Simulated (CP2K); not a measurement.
# Ti (Im-3m) in CP2K: notebook

Runs on Ti. Level: r2SCAN. Tasks: band structure, single point, equation of state.

All numbers are computed with CP2K 2026.2; they aren't measurements. Logs are shortened: lines on timing, memory, paths and dates and some standing lists are left out, and cuts for length are marked.

### 1 Starting point

The structure is cubic, space group Im-3m (No. 229). Conventional cell: a = 3.282 Å, b = 3.282 Å, c = 3.282 Å, α = 90.00°, β = 90.00°, γ = 90.00°. Around Ti (site symmetry m-3m) lie 8 Ti at 2.84 Å.

This isn't the form of Ti at room conditions, which is hcp.

### 2 Band structure, r2SCAN

ti_bands.inp reads:

```
&GLOBAL
  PROJECT ti_bands
  RUN_TYPE ENERGY_FORCE
  PRINT_LEVEL LOW
&END GLOBAL
&FORCE_EVAL
  METHOD QS
  STRESS_TENSOR ANALYTICAL
  &DFT
    BASIS_SET_FILE_NAME BASIS_MOLOPT_UZH
    POTENTIAL_FILE_NAME POTENTIAL_UZH
    &MGRID
      CUTOFF 675
      REL_CUTOFF 60
      NGRIDS 4
    &END MGRID
    &QS
      METHOD GPW
      EPS_DEFAULT 1.0E-9
    &END QS
    &KPOINTS
      SCHEME MONKHORST-PACK 11 11 11
      GAMMA_CENTERED T
      SYMMETRY T
      SYMMETRY_BACKEND SPGLIB
    &END KPOINTS
    &SCF
      SCF_GUESS ATOMIC
      EPS_SCF 1.0E-6
      MAX_SCF 100
      ADDED_MOS 11
      CHOLESKY OFF
      EPS_EIGVAL 1.0E-7
      &DIAGONALIZATION ON
        ALGORITHM STANDARD
      &END DIAGONALIZATION
      &MIXING ON
        METHOD BROYDEN_MIXING
        ALPHA 0.4
        BETA 1.5
        NBUFFER 8
      &END MIXING
      &SMEAR ON
        METHOD FERMI_DIRAC
        ELECTRONIC_TEMPERATURE 300.56
      &END SMEAR
    &END SCF
    &XC
      &XC_FUNCTIONAL
        &MGGA_X_R2SCAN
        &END MGGA_X_R2SCAN
        &MGGA_C_R2SCAN
        &END MGGA_C_R2SCAN
      &END XC_FUNCTIONAL
    &END XC
    &PRINT
      &KPOINTS ON
      &END KPOINTS
      &MULLIKEN ON
      &END MULLIKEN
      &MO ON
        ENERGIES T
        OCCUPATION_NUMBERS T
        &EACH
          QS_SCF 0
        &END EACH
        ADD_LAST NUMERIC
      &END MO
      &BAND_STRUCTURE
        FILE_NAME bands.bs
        ADDED_MOS 2
        &KPOINT_SET
          UNITS B_VECTOR
          NPOINTS 6
          SPECIAL_POINT GAMMA 0.00000000 0.00000000 0.00000000
          SPECIAL_POINT H 0.50000000 -0.50000000 0.50000000
          SPECIAL_POINT N 0.00000000 0.00000000 0.50000000
          SPECIAL_POINT GAMMA 0.00000000 0.00000000 0.00000000
          SPECIAL_POINT P 0.25000000 0.25000000 0.25000000
          SPECIAL_POINT H 0.50000000 -0.50000000 0.50000000
        &END KPOINT_SET
        &KPOINT_SET
          UNITS B_VECTOR
          NPOINTS 6
          SPECIAL_POINT P 0.25000000 0.25000000 0.25000000
          SPECIAL_POINT N 0.00000000 0.00000000 0.50000000
        &END KPOINT_SET
      &END BAND_STRUCTURE
    &END PRINT
  &END DFT
  &SUBSYS
    &CELL
      A 2.8422953752 0.0000000000 0.0000000000
      B -0.9474317917 2.6797417786 0.0000000000
      C -0.9474317917 -1.3398708893 2.3207244559
      PERIODIC XYZ
    &END CELL
    &COORD
      SCALED
      Ti  0.0000000000 0.0000000000 0.0000000000
    &END COORD
    &KIND Ti
      BASIS_SET TZVP-MOLOPT-SCAN-GTH-q12
      POTENTIAL GTH-SCAN-q12
    &END KIND
    &PRINT
      &ATOMIC_COORDINATES ON
      &END ATOMIC_COORDINATES
      &CELL ON
      &END CELL
      &SYMMETRY ON
      &END SYMMETRY
    &END PRINT
  &END SUBSYS
  &PRINT
    &FORCES ON
    &END FORCES
    &STRESS_TENSOR ON
    &END STRESS_TENSOR
  &END PRINT
&END FORCE_EVAL
```

Potentials or basis: POTENTIAL_UZH Ti GTH-SCAN-q12; TZVP-MOLOPT-SCAN-GTH basis.

Started as:

```console
$ OMP_NUM_THREADS=1 cp2k.psmp -i ti_bands.inp -o ti_bands.out
```

ti_bands.out:

```text

 CP2K| version string:                                       CP2K version 2026.2
 CP2K| Input file name                                              ti_bands.inp

 GLOBAL| Force Environment number                                              1
 GLOBAL| Basis set file name                                    BASIS_MOLOPT_UZH
 GLOBAL| Potential file name                                       POTENTIAL_UZH
 GLOBAL| MM Potential file name                                     MM_POTENTIAL
 GLOBAL| Coordinate file name                                      __STD_INPUT__
 GLOBAL| Method name                                                        CP2K
 GLOBAL| Project name                                                   ti_bands
 GLOBAL| Run type                                                   ENERGY_FORCE
 GLOBAL| FFT library                                                       FFTW3
[... 8 lines left out ...]
 GLOBAL| CPU model name                                                  UNKNOWN

 CELL| Volume [angstrom^3]:                                            17.676071
 CELL| Vector a [angstrom]:       2.842     0.000     0.000   |a| =     2.842295
 CELL| Vector b [angstrom]:      -0.947     2.680     0.000   |b| =     2.842295
 CELL| Vector c [angstrom]:      -0.947    -1.340     2.321   |c| =     2.842295
 CELL| Angle (b,c), alpha [degree]:                                   109.471221
 CELL| Angle (a,c), beta  [degree]:                                   109.471221
 CELL| Angle (a,b), gamma [degree]:                                   109.471221
 CELL| Numerically orthorhombic:                                              NO
 CELL| Periodicity                                                           XYZ

 CELL_REF| Volume [angstrom^3]:                                        17.676071
 CELL_REF| Vector a [angstrom     2.842     0.000     0.000   |a| =     2.842295
 CELL_REF| Vector b [angstrom    -0.947     2.680     0.000   |b| =     2.842295
 CELL_REF| Vector c [angstrom    -0.947    -1.340     2.321   |c| =     2.842295
 CELL_REF| Angle (b,c), alpha [degree]:                               109.471221
 CELL_REF| Angle (a,c), beta  [degree]:                               109.471221
 CELL_REF| Angle (a,b), gamma [degree]:                               109.471221
 CELL_REF| Numerically orthorhombic:                                          NO
 CELL_REF| Periodicity                                                       XYZ
[... 9 lines left out ...]
 TOTAL NUMBERS AND MAXIMUM NUMBERS

  Total number of            - Atomic kinds:                                   1
                             - Atoms:                                          1
                             - Shell sets:                                     1
                             - Shells:                                        11
                             - Primitive Cartesian functions:                  6
                             - Cartesian basis functions:                     41
                             - Spherical basis functions:                     35

  Maximum angular momentum of- Orbital basis functions:                        3
                             - Local part of the GTH pseudopotential:          2
                             - Non-local part of the GTH pseudopotential:      3

 MODULE QUICKSTEP: ATOMIC COORDINATES IN ANGSTROM

   Atom Kind Element         X             Y             Z       Z(eff)     Mass
      1    1 Ti   22      0.000000      0.000000      0.000000  12.0000  47.8670

 Crystal Symmetry Information
       International Symbol:                                               Im-3m
       Point Group Symbol:                                                  m-3m
       Schoenflies Symbol:                                                  Oh^9
       Number of Symmetry Operations:                                         48

 SCF PARAMETERS         Density guess:                                    ATOMIC
[... 9 lines left out ...]
[... 28 lines left out ...]
  Total charge density on r-space grids:        0.0000000048
  Total charge density g-space grids:           0.0000000048

  Overlap energy of the core charge distribution:               0.00000000000000
  Self energy of the core charge distribution:               -106.05907606206181
  Core Hamiltonian energy:                                     26.86644972977665
  Hartree energy:                                              28.55723180823812
  Exchange-correlation energy:                                 -7.29170855345530
  Electronic entropic energy:                                  -0.00026478132647
  Fermi energy:                                                 0.38391699137940

  Total energy:                                               -57.92736785884284
  Total energy (extrapolated to T->0):                        -57.92723546817960

 MO| EIGENVALUES AND OCCUPATION NUMBERS FOR K POINT 1
 MO|
 MO|  Index      Eigenvalue [a.u.]        Eigenvalue [eV]             Occupation
 MO|      1              -1.773911             -48.270576               2.000000
 MO|      2              -0.874521             -23.796921               2.000000
 MO|      3              -0.874521             -23.796921               2.000000
 MO|      4              -0.871794             -23.722729               2.000000
 MO|      5               0.310139               8.439311               2.000000
 MO|      6               0.310139               8.439311               2.000000
[... 313 lines left out ...]
 MO|     16               1.370693              37.298447               0.000000
 MO|     17               1.519815              41.356279               0.000000
 MO| Sum:                                                              12.000000
 MO| E(Fermi):            0.383917 a.u.         10.446913 eV
 MO| Band gap:            0.106597 a.u.          2.900663 eV

 [... the levels of further k-points ...]

 !-----------------------------------------------------------------------------!
                     Mulliken Population Analysis

 #  Atom  Element  Kind  Atomic population                           Net charge
       1     Ti       1         12.000000                             -0.000000
 # Total charge                             12.000000                 -0.000000

 !-----------------------------------------------------------------------------!

 KPOINTS| Band Structure Calculation
 KPOINTS| Number of k-point sets                                               2
 KPOINTS| Number of added MOs/bands                                            2
 KPOINTS| Number of k-points in set    1                                      31
 KPOINTS| In units of b-vector [2pi/Bohr]
 KPOINTS| Special point     1       GAMMA     0.000000     0.000000     0.000000
 KPOINTS| Special point     2           H     0.500000    -0.500000     0.500000
 KPOINTS| Special point     3           N     0.000000     0.000000     0.500000
 KPOINTS| Special point     4       GAMMA     0.000000     0.000000     0.000000
 KPOINTS| Special point     5           P     0.250000     0.250000     0.250000
 KPOINTS| Special point     6           H     0.500000    -0.500000     0.500000
 KPOINTS| Number of k-points in set    2                                       7
 KPOINTS| In units of b-vector [2pi/Bohr]
 KPOINTS| Special point     1           P     0.250000     0.250000     0.250000
 KPOINTS| Special point     2           N     0.000000     0.000000     0.500000

 ENERGY| Total FORCE_EVAL ( QS ) energy [hartree]            -57.927366843090759

 FORCES| Atomic forces [hartree/bohr]
 FORCES|   Atom     x               y               z               |f|
 FORCES|      1 -8.87094309E-15 -1.36491054E-14 -2.44115391E-14   2.93413522E-14
 FORCES| Sum    -8.87094309E-15 -1.36491054E-14 -2.44115391E-14
 FORCES| Total atomic force                                       2.93413522E-14

 STRESS| Analytical stress tensor [bar]
 STRESS|                        x                   y                   z
 STRESS|      x       -2.55097497160E+04   1.19606434811E-01   1.33834358537E-01
 STRESS|      y        1.19606434811E-01  -2.55097959817E+04   2.32742957210E-01
 STRESS|      z        1.33834358537E-01   2.32742957210E-01  -2.55094380568E+04
 STRESS| 1/3 Trace                                            -2.55096612515E+04
 STRESS| Determinant                                          -1.66002288246E+13

 STRESS| Eigenvectors and eigenvalues of the analytical stress tensor [bar]
 STRESS|                        1                   2                   3
 STRESS| Eigenvalues  -2.55099285384E+04  -2.55097935064E+04  -2.55092617097E+04
 STRESS|      x          -0.347085242999      0.875556237288      0.336055217842
 STRESS|      y           0.880428993537      0.180761272785      0.438372158788
 STRESS|      z          -0.323073708977     -0.448025264475      0.833604667070
```

Run time: 2.5 min. Hardware: 1 thread of Arm Neoverse V2, shared host; peak memory 0.3 GiB.

Results:

```
Free energy            : -1576.2838 eV
Pressure               : -2.6 GPa
Band gap on the k mesh : none (metal or under the smearing width)
```

Levels at the corners of the path, in eV from the Fermi level:
| point | band 3 | band 4 | band 5 | band 6 | band 7 | band 8 | band 9 | band 10 |
| --- | --- | --- | --- | --- | --- | --- | --- | --- |
| Γ | -33.79 | -33.79 | -6.34 | 1.11 | 1.11 | 1.11 | 2.85 | 2.85 |
| H | -34.24 | -34.24 | -2.23 | -2.23 | 4.03 | 4.03 | 4.03 | 8.93 |
| N | -33.99 | -33.79 | -2.56 | -0.34 | 1.01 | 2.85 | 3.20 | 4.38 |
| Γ | -33.79 | -33.79 | -6.34 | 1.11 | 1.11 | 1.11 | 2.85 | 2.85 |
| P | -34.11 | -34.11 | -0.65 | -0.65 | -0.65 | 3.26 | 3.26 | 9.40 |
| H | -34.24 | -34.24 | -2.23 | -2.23 | 4.03 | 4.03 | 4.03 | 8.93 |
| P | -34.11 | -34.11 | -0.65 | -0.65 | -0.65 | 3.26 | 3.26 | 9.40 |
| N | -33.99 | -33.79 | -2.56 | -0.34 | 1.01 | 2.85 | 3.20 | 4.38 |

Caveat: the basis of atomic orbitals isn't converged, which shifts pressures, moduli and gaps.

### 3 Single point, r2SCAN, 17.68 Å³/atom

ti_eos.inp reads:

```
&GLOBAL
  PROJECT ti_eos
  RUN_TYPE ENERGY_FORCE
  PRINT_LEVEL LOW
&END GLOBAL
&FORCE_EVAL
  METHOD QS
  STRESS_TENSOR ANALYTICAL
  &DFT
    BASIS_SET_FILE_NAME BASIS_MOLOPT_UZH
    POTENTIAL_FILE_NAME POTENTIAL_UZH
    &MGRID
      CUTOFF 675
      REL_CUTOFF 60
      NGRIDS 5
    &END MGRID
    &QS
      METHOD GPW
      EPS_DEFAULT 1.0E-9
    &END QS
    &KPOINTS
      SCHEME MONKHORST-PACK 11 11 11
      GAMMA_CENTERED T
      SYMMETRY T
      SYMMETRY_BACKEND SPGLIB
    &END KPOINTS
    &SCF
      SCF_GUESS ATOMIC
      EPS_SCF 1.0E-6
      MAX_SCF 100
      ADDED_MOS 11
      CHOLESKY OFF
      EPS_EIGVAL 1.0E-7
      &DIAGONALIZATION ON
        ALGORITHM STANDARD
      &END DIAGONALIZATION
      &MIXING ON
        METHOD BROYDEN_MIXING
        ALPHA 0.4
        BETA 1.5
        NBUFFER 8
      &END MIXING
      &SMEAR ON
        METHOD FERMI_DIRAC
        ELECTRONIC_TEMPERATURE 580.23
      &END SMEAR
    &END SCF
    &XC
      &XC_FUNCTIONAL
        &MGGA_X_R2SCAN
        &END MGGA_X_R2SCAN
        &MGGA_C_R2SCAN
        &END MGGA_C_R2SCAN
      &END XC_FUNCTIONAL
    &END XC
    &PRINT
      &KPOINTS ON
      &END KPOINTS
      &MULLIKEN ON
      &END MULLIKEN
      &MO ON
        ENERGIES T
        OCCUPATION_NUMBERS T
        &EACH
          QS_SCF 0
        &END EACH
        ADD_LAST NUMERIC
      &END MO
    &END PRINT
  &END DFT
  &SUBSYS
    &CELL
      ABC 2.8422953752 2.8422953752 2.8422953752
      ALPHA_BETA_GAMMA 109.4712206349 109.4712206335 109.4712206338
      PERIODIC XYZ
    &END CELL
    &COORD
      Ti  0.0000000000 0.0000000000 0.0000000000
    &END COORD
    &KIND Ti
      BASIS_SET TZVP-MOLOPT-SCAN-GTH-q12
      POTENTIAL GTH-SCAN-q12
    &END KIND
    &PRINT
      &ATOMIC_COORDINATES ON
      &END ATOMIC_COORDINATES
      &CELL ON
      &END CELL
    &END PRINT
  &END SUBSYS
  &PRINT
    &FORCES ON
    &END FORCES
    &STRESS_TENSOR ON
    &END STRESS_TENSOR
  &END PRINT
&END FORCE_EVAL
```

Potentials or basis: POTENTIAL_UZH Ti GTH-SCAN-q12; TZVP-MOLOPT-SCAN-GTH basis.

Started as:

```console
$ OMP_NUM_THREADS=1 cp2k.psmp -i ti_eos.inp -o ti_eos.out
```

It took 2.3 min on 1 thread of Arm Neoverse V2, shared host; peak memory 0.3 GiB.

The run converged. Its results:

| Property | Result |
| --- | --- |
| Free energy | -1576.2925 eV |
| Pressure | -2.5 GPa |
| Band gap on the k mesh | none (metal or under the smearing width) |

Caveat: the basis of atomic orbitals isn't converged, which shifts pressures, moduli and gaps.

### 4 Single point, r2SCAN, 17.32 Å³/atom (volume scaled by 0.98)

ti_eos.inp: that of step 3 with these lines changed.

```diff
@@ -11,2 +11,3 @@
     POTENTIAL_FILE_NAME POTENTIAL_UZH
+    WFN_RESTART_FILE_NAME previous-RESTART.kp
     &MGRID
@@ -27,3 +28,3 @@
     &SCF
-      SCF_GUESS ATOMIC
+      SCF_GUESS RESTART
       EPS_SCF 1.0E-6
@@ -72,4 +73,4 @@
     &CELL
-      ABC 2.8422953752 2.8422953752 2.8422953752
-      ALPHA_BETA_GAMMA 109.4712206349 109.4712206335 109.4712206338
+      ABC 2.8232189925 2.8232189925 2.8232189926
+      ALPHA_BETA_GAMMA 109.4712206347 109.4712206336 109.4712206345
       PERIODIC XYZ
```

Started as:

```console
$ OMP_NUM_THREADS=1 cp2k.psmp -i ti_eos.inp -o ti_eos.out
```

Wall time 1.8 min (1 thread of Arm Neoverse V2, shared host); peak memory 0.29 GiB.

Results (log left out):

```yaml
Free_energy: -1576.2956 eV
Pressure: -0.3 GPa
Band_gap_on_the_k_mesh: none (metal or under the smearing width)
```

Caveat: the basis of atomic orbitals isn't converged, which shifts pressures, moduli and gaps.

### 5 Single point, r2SCAN, 18.03 Å³/atom (volume scaled by 1.02)

ti_eos.inp: that of step 4 with these lines changed.

```diff
@@ -73,4 +73,4 @@
     &CELL
-      ABC 2.8232189925 2.8232189925 2.8232189926
-      ALPHA_BETA_GAMMA 109.4712206347 109.4712206336 109.4712206345
+      ABC 2.8611190720 2.8611190720 2.8611190719
+      ALPHA_BETA_GAMMA 109.4712206341 109.4712206342 109.4712206340
       PERIODIC XYZ
```

Started as:

```console
$ OMP_NUM_THREADS=1 cp2k.psmp -i ti_eos.inp -o ti_eos.out
```

It took 1.8 min on 1 thread of Arm Neoverse V2, shared host; peak memory 0.29 GiB.

It converged, with:

* Free energy: -1576.2849 eV
* Pressure: -4.4 GPa
* Band gap on the k mesh: none (metal or under the smearing width)

Caveat: the basis of atomic orbitals isn't converged, which shifts pressures, moduli and gaps.

### 6 Single point, r2SCAN, 16.97 Å³/atom (volume scaled by 0.96)

ti_eos.inp: that of step 5 with these lines changed.

```diff
@@ -73,4 +73,4 @@
     &CELL
-      ABC 2.8611190720 2.8611190720 2.8611190719
-      ALPHA_BETA_GAMMA 109.4712206341 109.4712206342 109.4712206340
+      ABC 2.8038812693 2.8038812693 2.8038812693
+      ALPHA_BETA_GAMMA 109.4712206356 109.4712206333 109.4712206333
       PERIODIC XYZ
```

Potentials or basis: POTENTIAL_UZH Ti GTH-SCAN-q12; TZVP-MOLOPT-SCAN-GTH basis.

Started as:

```console
$ OMP_NUM_THREADS=1 cp2k.psmp -i ti_eos.inp -o ti_eos.out
```

Run time: 1.8 min. Hardware: 1 thread of Arm Neoverse V2, shared host; peak memory 0.29 GiB.

The run converged. Its results:

| Property | Result |
| --- | --- |
| Free energy | -1576.2938 eV |
| Pressure | 2.0 GPa |
| Band gap on the k mesh | none (metal or under the smearing width) |

Caveat: the basis of atomic orbitals isn't converged, which shifts pressures, moduli and gaps.

### 7 Single point, r2SCAN, 18.38 Å³/atom (volume scaled by 1.04)

ti_eos.inp: that of step 6 with these lines changed.

```diff
@@ -73,4 +73,4 @@
     &CELL
-      ABC 2.8038812693 2.8038812693 2.8038812693
-      ALPHA_BETA_GAMMA 109.4712206356 109.4712206333 109.4712206333
+      ABC 2.8796982878 2.8796982878 2.8796982879
+      ALPHA_BETA_GAMMA 109.4712206355 109.4712206326 109.4712206330
       PERIODIC XYZ
```

Started as:

```console
$ OMP_NUM_THREADS=1 cp2k.psmp -i ti_eos.inp -o ti_eos.out
```

It took 1.8 min on 1 thread of Arm Neoverse V2, shared host; peak memory 0.29 GiB.

Results (log left out):

| Item | Value |
| --- | --- |
| Free energy | -1576.2731 eV |
| Pressure | -6.2 GPa |
| Band gap on the k mesh | none (metal or under the smearing width) |

Caveat: the basis of atomic orbitals isn't converged, which shifts pressures, moduli and gaps.

### 8 Single point, r2SCAN, 16.62 Å³/atom (volume scaled by 0.94)

ti_eos.inp: that of step 7 with these lines changed.

```diff
@@ -73,4 +73,4 @@
     &CELL
-      ABC 2.8796982878 2.8796982878 2.8796982879
-      ALPHA_BETA_GAMMA 109.4712206355 109.4712206326 109.4712206330
+      ABC 2.7842730664 2.7842730664 2.7842730665
+      ALPHA_BETA_GAMMA 109.4712206344 109.4712206332 109.4712206334
       PERIODIC XYZ
```

Started as:

```console
$ OMP_NUM_THREADS=1 cp2k.psmp -i ti_eos.inp -o ti_eos.out
```

It took 2.1 min on 1 thread of Arm Neoverse V2, shared host; peak memory 0.3 GiB.

The run converged. Its results:

```yaml
Free_energy: -1576.2866 eV
Pressure: 4.5 GPa
Band_gap_on_the_k_mesh: none (metal or under the smearing width)
```

Caveat: the basis of atomic orbitals isn't converged, which shifts pressures, moduli and gaps.

### 9 Single point, r2SCAN, 18.74 Å³/atom (volume scaled by 1.06)

ti_eos.inp: that of step 8 with these lines changed.

```diff
@@ -73,4 +73,4 @@
     &CELL
-      ABC 2.7842730664 2.7842730664 2.7842730665
-      ALPHA_BETA_GAMMA 109.4712206344 109.4712206332 109.4712206334
+      ABC 2.8980408097 2.8980408096 2.8980408097
+      ALPHA_BETA_GAMMA 109.4712206345 109.4712206340 109.4712206343
       PERIODIC XYZ
```

Potentials or basis: POTENTIAL_UZH Ti GTH-SCAN-q12; TZVP-MOLOPT-SCAN-GTH basis.

Started as:

```console
$ OMP_NUM_THREADS=1 cp2k.psmp -i ti_eos.inp -o ti_eos.out
```

It took 1.7 min on 1 thread of Arm Neoverse V2, shared host; peak memory 0.28 GiB.

Results (log left out):

| Property | Result |
| --- | --- |
| Free energy | -1576.2575 eV |
| Pressure | -7.9 GPa |
| Band gap on the k mesh | none (metal or under the smearing width) |

Caveat: the basis of atomic orbitals isn't converged, which shifts pressures, moduli and gaps.

### 10 Equation of state, r2SCAN

Potentials or basis: POTENTIAL_UZH Ti GTH-SCAN-q12; TZVP-MOLOPT-SCAN-GTH basis.

This step only gathers the single runs of the series.

Results:

```yaml
Equilibrium_volume: 17.27 Å³/atom
Bulk_modulus: 110 GPa
Pressure_derivative_of_the_bulk_modulus: 3.1
```

Energy against volume, from the lowest point:
```csv
volume (Å³/atom),energy (meV/atom)
16.616,8.97
16.969,1.81
17.323,0.00
17.676,3.10
18.030,10.72
18.383,22.50
18.737,38.10
```

Caveat: the basis of atomic orbitals isn't converged, which shifts pressures, moduli and gaps.
